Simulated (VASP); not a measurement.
# AlGa3N4 (Cmc2_1) in VASP: further runs, part 2 of 2

VASP 6.6.1. Earlier steps stand in the parts before.

### 4 Band structure, r2SCAN

INCAR

```
PREC     = Accurate       # precision mode
ENCUT    = 520            # plane-wave cutoff, eV
EDIFF    = 1E-6           # SCF threshold, eV
ISMEAR   = 0              # smearing method
SIGMA    = 0.03           # smearing width, eV
LREAL    = F              # projectors in reciprocal space
LASPH    = T              # aspherical terms in the spheres
NELM     = 80             # most SCF steps
ALGO     = Normal         # electronic algorithm
ISIF     = 2              # what is computed and relaxed
LWAVE    = F              # write WAVECAR
LCHARG   = F              # write CHGCAR
METAGGA  = R2SCAN         # meta-GGA
LMIXTAU  = T            
NBANDS   = 76             # bands
KPAR     = 4
```

KPOINTS

```
regular mesh
0
Gamma
  6 6 6
```

POSCAR

```
AlGa3N4                                 
1.0
    0.0000000000      0.0000000000     -5.1393603980
    3.1629088446      5.4783188212      0.0000000000
    3.1609940062     -5.4772132887      0.0000000000
  Al              Ga              N             
     2     6     8
Direct
     0.0015787697780254    0.1674463556217215    0.3348927012434563
     0.5015787697780256    0.3325536443782785    0.6651072987565436
     0.0009824452728042    0.1679775591069479    0.8327522496450569
     0.0012720224184218    0.6663375496901139    0.3326750893802269
     0.0009824452728042    0.6647747005381026    0.8327522496450498
     0.5009824452728042    0.3320224408930520    0.1672477503549431
     0.5012720224184217    0.8336624503098861    0.6673249106197731
     0.5009824452728042    0.8352252994618974    0.1672477503549431
     0.6312018288096922    0.1701661990981349    0.3403323881962690
     0.6206243827423034    0.1705284538724983    0.8303114507156435
     0.6227337229636525    0.6664078047376368    0.3328155994752729
     0.6206243827423034    0.6597830068431391    0.8303114507156435
     0.1312018288096921    0.3298338009018651    0.6596676118037311
     0.1206243827423034    0.3294715461275017    0.1696885492843565
     0.1227337229636525    0.8335921952623632    0.6671844005247271
     0.1206243827423034    0.8402169931568609    0.1696885492843565
```

KPOINTS_OPT

```
explicit points
6
Reciprocal
 0.0000000000  0.0000000000  0.0000000000 1
 0.5000000000  0.0000000000  0.0000000000 1
 0.5000000000  0.3333333333  0.3333333333 1
 0.0000000000  0.3333333333  0.3333333333 1
 0.5000000000  0.5000000000  0.0000000000 1
 0.0000000000  0.5000000000  0.0000000000 1
```

Potentials or basis: VASP PAW PBE potentials, release 64 (Al, Ga_d, N).

The run is started by

```sh
$ cat potpaw_PBE.64/Al/POTCAR potpaw_PBE.64/Ga_d/POTCAR potpaw_PBE.64/N/POTCAR > POTCAR
$ mpirun -np 4 vasp_std > vasp.out
```

OUTCAR:

```text
PREC = Accurate
   ENCUT = 520
   EDIFF = 1E-6
   ISMEAR = 0
   LREAL = F
   LASPH = T
   NELM = 80
   ISIF = 2
   METAGGA = R2SCAN

 ion  position               nearest neighbor table
   1  0.002  0.167  0.335-  14 1.89  16 1.89  13 1.90   9 1.90   2 3.14   2 3.14
   2  0.502  0.333  0.665-  10 1.89  12 1.89   9 1.90  13 1.90   1 3.14   1 3.14
   3  0.001  0.168  0.833-  15 1.94  14 1.95  13 1.95  10 1.95
   4  0.001  0.666  0.333-  15 1.94  16 1.94  14 1.94  11 1.95
   5  0.001  0.665  0.833-  15 1.94  16 1.95  13 1.95  12 1.95
   6  0.501  0.332  0.167-  11 1.94  10 1.95   9 1.95  14 1.95
[... 2093 lines left out ...]
  Total        0.9305872      0.9071992      0.6347053     -0.0202546      0.0000000      0.0000000
  in kB        8.3747128      8.1642356      5.7119575     -0.1822786      0.0000000      0.0000000
  external PRESSURE =       7.4169686 kB  Pullay stress =       0.0000000 kB

 VOLUME and BASIS-vectors are now :
 -----------------------------------------------------------------------------
  energy-cutoff  :      520.00
  volume of cell :      178.03
      direct lattice vectors                 reciprocal lattice vectors
     0.000000000  0.000000000 -5.139360398     0.000000000  0.000000000 -0.194576742
     3.162908845  5.478318821  0.000000000     0.158114244  0.091250450  0.000000000
     3.160994006 -5.477213289  0.000000000     0.158146158 -0.091305727  0.000000000

 POSITION                                       TOTAL-FORCE (eV/Angst)
 -----------------------------------------------------------------------------------
      1.58821     -0.91695     -0.00811        -0.004089      0.002361     -0.005422
      3.15424     -1.82110     -2.57779         0.004089     -0.002361     -0.005422
      3.16362     -3.64093     -0.00505        -0.001454      0.003314     -0.001937
      3.15915      1.82828     -0.00654         0.001801     -0.001040      0.005489
      4.73495     -0.91931     -0.00505        -0.003597     -0.000398     -0.001937
      1.57883      0.90287     -2.57473         0.001454     -0.003314     -0.001937
[... 8 lines left out ...]
      4.74554      0.91237     -0.63077        -0.001153      0.000666      0.007180
      3.19391      3.67356     -0.61993         0.131958      0.075211      0.052105
 -----------------------------------------------------------------------------------
    total drift:                                0.000019      0.000028      0.114946

  FREE ENERGIE OF THE ION-ELECTRON SYSTEM (eV)
  ---------------------------------------------------
  free  energy   TOTEN  =      -169.8684074243 eV

  energy  without entropy=     -169.8684074243  energy(sigma->0) =     -169.86840742
```

OSZICAR:

```text
N       E                     dE             d eps       ncg     rms          rms(c)
DAV:   1     0.164988058307E+04    0.16499E+04   -0.53411E+04  8872   0.289E+03
DAV:   2     0.244822583861E+03   -0.14051E+04   -0.13249E+04  7952   0.841E+02
[... 24 lines left out ...]
       N       E                     dE             ncg
DAV:   1     0.243367590278E+05   -0.61465E+04     1032
DAV:   2     0.160197917577E+05   -0.83170E+04      912
DAV:   3     0.137850683352E+05   -0.22347E+04     1116
DAV:   4     0.135752147714E+05   -0.20985E+03     1056
DAV:   5     0.135608093318E+05   -0.14405E+02     1312
DAV:   6     0.135605656155E+05   -0.24372E+00     1208
DAV:   7     0.135605543035E+05   -0.11312E-01     1368
DAV:   8     0.135605541379E+05   -0.16565E-03     1208
DAV:   9     0.135605541309E+05   -0.69874E-05     1232
DAV:  10     0.135605541307E+05   -0.16826E-06      720
```

It took 11 min on 4 MPI ranks of Intel Xeon 6975P-C (Granite Rapids), shared host; peak memory 0.97 GiB.

What came out:

| Quantity | Value |
| --- | --- |
| Free energy | -169.8684 eV |
| Pressure | 0.7 GPa |
| Largest force | 0.180 eV/Å |
| Band gap on the k mesh | 2.93 eV, direct |
| Band gap along the path | 2.93 eV, direct |

Forces in eV/Å, atoms in the order of the input:
```
Al  -0.004  0.002 -0.005
Al   0.004 -0.002 -0.005
Ga  -0.001  0.003 -0.002
Ga   0.002 -0.001  0.005
Ga  -0.004  0.000 -0.002
Ga   0.001 -0.003 -0.002
Ga  -0.002  0.001  0.005
Ga   0.004  0.000 -0.002
N    0.125 -0.072 -0.108
N   -0.001  0.152  0.052
N    0.001 -0.001  0.007
N   -0.132 -0.075  0.052
N   -0.125  0.072 -0.108
N    0.001 -0.152  0.052
N   -0.001  0.001  0.007
N    0.132  0.075  0.052
```

Caveat: the PAW data sets were made with another functional, which shifts forces and pressure a little.

### 5 Band structure, TB-mBJ, spin-orbit coupling, no magnetisation

POSCAR is that of step 4.

INCAR.step1

```
PREC     = Accurate       # precision mode
ENCUT    = 520            # plane-wave cutoff, eV
EDIFF    = 1E-5           # SCF threshold, eV
ISMEAR   = 0              # smearing method
SIGMA    = 0.03           # smearing width, eV
LREAL    = F              # projectors in reciprocal space
LASPH    = T              # aspherical terms in the spheres
NELM     = 80             # most SCF steps
ALGO     = Normal         # electronic algorithm
ISIF     = 2              # what is computed and relaxed
LWAVE    = T              # write WAVECAR
LCHARG   = F              # write CHGCAR
MAGMOM   = 0 0 0 0 0 0 0 0 0 0 0 0 0 0 0 0 0 0 0 0 0 0 0 0 0 0 0 0 0 0 0 0 0 0 0 0 0 0 0 0 0 0 0 0 0 0 0 0 # initial moments
LORBIT   = 11             # projections on sites
LSORBIT  = T              # spin-orbit coupling
GGA_COMPAT= F            
NBANDS   = 152            # bands
KPAR     = 4            
GGA      = PE             # functional
```

INCAR.step2

```
PREC     = Accurate       # precision mode
ENCUT    = 520            # plane-wave cutoff, eV
EDIFF    = 1E-6           # SCF threshold, eV
ISMEAR   = 0              # smearing method
SIGMA    = 0.03           # smearing width, eV
LREAL    = F              # projectors in reciprocal space
LASPH    = T              # aspherical terms in the spheres
NELM     = 80             # most SCF steps
ALGO     = Normal         # electronic algorithm
ISIF     = 2              # what is computed and relaxed
LWAVE    = F              # write WAVECAR
LCHARG   = F              # write CHGCAR
MAGMOM   = 0 0 0 0 0 0 0 0 0 0 0 0 0 0 0 0 0 0 0 0 0 0 0 0 0 0 0 0 0 0 0 0 0 0 0 0 0 0 0 0 0 0 0 0 0 0 0 0 # initial moments
LORBIT   = 11             # projections on sites
LSORBIT  = T              # spin-orbit coupling
GGA_COMPAT= F            
METAGGA  = MBJ            # meta-GGA
NBANDS   = 152            # bands
KPAR     = 4            
ISTART   = 1
```

KPOINTS

```
regular mesh
0
Gamma
  4 4 4
```

KPOINTS_OPT is that of step 4.

The run is started by

```sh
$ cat potpaw_PBE.64/Al/POTCAR potpaw_PBE.64/Ga_d/POTCAR potpaw_PBE.64/N/POTCAR > POTCAR
$ cp INCAR.step1 INCAR
$ mpirun -np 4 vasp_ncl > vasp.out
$ cp INCAR.step2 INCAR
$ mpirun -np 4 vasp_ncl > vasp.out
```

Run time: 57 min. Hardware: 4 MPI ranks of Intel Xeon 6975P-C (Granite Rapids), shared host; peak memory 2 GiB.

The run converged. Its results:

* Valence electrons inside the program's atomic spheres: Al 0.65; Ga 11.52, 11.54; N 3.91, 3.90, 3.89

Caveat: the PAW data sets were made with another functional, which shifts forces and pressure a little.

### 6 Summary

```tsv
level	spin	k mesh	gap on the mesh (eV)	pressure (GPa)
PBEsol	off	6 × 6 × 6	2.42	0.1
PBEsol	SOC, no magnetisation	4 × 4 × 4	-	0.1
r2SCAN	off	6 × 6 × 6	2.93	0.7
TB-mBJ	SOC, no magnetisation	4 × 4 × 4	-	-
```

Alike in all rows: task band structure; potentials or basis VASP PAW PBE potentials, release 64 (Al, Ga_d, N); cell as given; cutoff (eV) 520; smearing gaussian 0.03 eV.

The pressure there spans 0.1 GPa (PBEsol) to 0.7 GPa (r2SCAN); a positive pressure means that this level wants a larger cell, a negative one a smaller.

Caveats: the PAW data sets were made with another functional, which shifts forces and pressure a little.

Total energies depend on the potentials used, so only differences within one code and one set of settings carry meaning.
